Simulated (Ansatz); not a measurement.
# Response of MgB2 to small distortions

```xyz
3
Lattice="3.0850 0.0000 0.0000 -1.5425 2.6717 0.0000 0.0000 0.0000 3.5230" Properties=species:S:1:pos:R:3 pbc="T T T"
Mg    0.0000    0.0000    0.0000
B     0.0000    1.7811    1.7615
B     1.5425    0.8906    1.7615
```

Atoms are numbered in the order listed.

The cell is COD entry 1000026, as deposited and not checked against the literature; nothing was relaxed.

These are results of DFT, PBE, all-electron LAPW, scalar-relativistic in Ansatz 0.2.0, not measurements.

The runs use a Γ-centred 12×12×9 k mesh, Fermi–Dirac smearing of 0.05 eV, basis error target 0.5 meV/atom, no spin polarisation.

The unchanged cell is at -1.08 GPa.

In a metal, stresses and small energies carry noise from the k mesh.

x, y and z are the Cartesian axes of the cell as listed; fractional coordinates follow a strain, and an engineering shear is twice the off-diagonal strain component.

With equal xy, yz and zx engineering shear strains of -2 %: energy change +4 meV/atom; stress change (xx, yy, zz, yz, xz, xy) 0.15, 0.09, 0.25, 1.59, 1.58, 3.99 GPa, compression positive; change of the force on B2 (0.037, -0.001, -0.005) eV/Å.

Question: With this change (equal xy, yz and zx engineering shear strains of +1 %), what becomes of the energy and stress and forces?

Answer: Energy change +1 meV/atom; stress change (xx, yy, zz, yz, xz, xy) 0.04, 0.02, 0.06, -0.77, -0.77, -1.97 GPa, compression positive; change of the force on B2 (-0.017, -0.001, -0.001) eV/Å.

With equal xy, yz and zx engineering shear strains of +3 %: energy change +9 meV/atom; stress change (xx, yy, zz, yz, xz, xy) 0.28, 0.07, 0.68, -2.21, -2.21, -5.76 GPa, compression positive; change of the force on B2 (-0.068, -0.006, -0.010) eV/Å.

With equal xy, yz and zx engineering shear strains of -3 %: energy change +10 meV/atom; stress change (xx, yy, zz, yz, xz, xy) 0.33, 0.17, 0.60, 2.38, 2.36, 5.96 GPa, compression positive; change of the force on B2 (0.064, -0.002, -0.013) eV/Å.

Question: With this change (equal xy, yz and zx engineering shear strains of -1 %), what becomes of the energy and stress and forces?

Answer: Energy change +1 meV/atom; stress change (xx, yy, zz, yz, xz, xy) 0.04, 0.02, 0.06, 0.79, 0.79, 2.00 GPa, compression positive; change of the force on B2 (0.016, 0.000, -0.001) eV/Å.

Question: With this change (equal xy, yz and zx engineering shear strains of +2 %), what becomes of the energy and stress and forces?

Answer: Energy change +4 meV/atom; stress change (xx, yy, zz, yz, xz, xy) 0.14, 0.05, 0.27, -1.52, -1.51, -3.90 GPa, compression positive; change of the force on B2 (-0.039, -0.002, -0.005) eV/Å.
